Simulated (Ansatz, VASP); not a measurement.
## One calculation of TiB4, two programs

```
Ti B
1.0
     3.04500    0.00000    0.00000
    -1.52250    2.63705    0.00000
     0.00000    0.00000    5.77569
Ti B
1 4
Direct
  0.00000 0.00000 0.00000
  0.66667 0.33333 0.30053
  0.66667 0.33333 0.69947
  0.00000 0.00000 0.64125
  0.00000 0.00000 0.35875
```

Alike in both runs: task single point; functional PBE; k mesh 6 × 6 × 4; occupations gaussian, width 0.1 eV; collinear spin.

|  | VASP | Ansatz |
| --- | --- | --- |
| version | VASP 6.6.1 | Ansatz 0.2.0 |
| potentials or method | VASP PAW PBE potentials, release 64 (Ti_sv, B) | scalar-relativistic, plane waves, PAW |
| plane-wave cutoff (eV) | 520 | 420 |
| valence electrons in the cell | 24 | 24 |

|  | VASP | Ansatz | Ansatz less VASP |
| --- | --- | --- | --- |
| gap on the k mesh at the Fermi level (eV) | none | none | - |
| pressure (GPa) | 0.0 | 0.0 | -0.02 |
| largest component of the traceless stress (GPa) | 1.19 | 1.03 | -0.154 |
| rms of the force components (eV/Å) | 0.012 | 0.010 | -0.0018 |
| net moment per atom (μB) | 0.06 | 0.06 | -0.001 |
| size of the moment on the site where the two differ most (μB) | 0.19 | 0.13 | -0.056 |

Site moments also hang on the region over which each program counts them. Atom by atom the forces differ by 0.002 eV/Å (rms over components). A gap of «none» marks a metal or a gap that the smearing closes.

Caveats: the k mesh is coarse (spacing up to 0.40 Å⁻¹), so the values aren't converged.
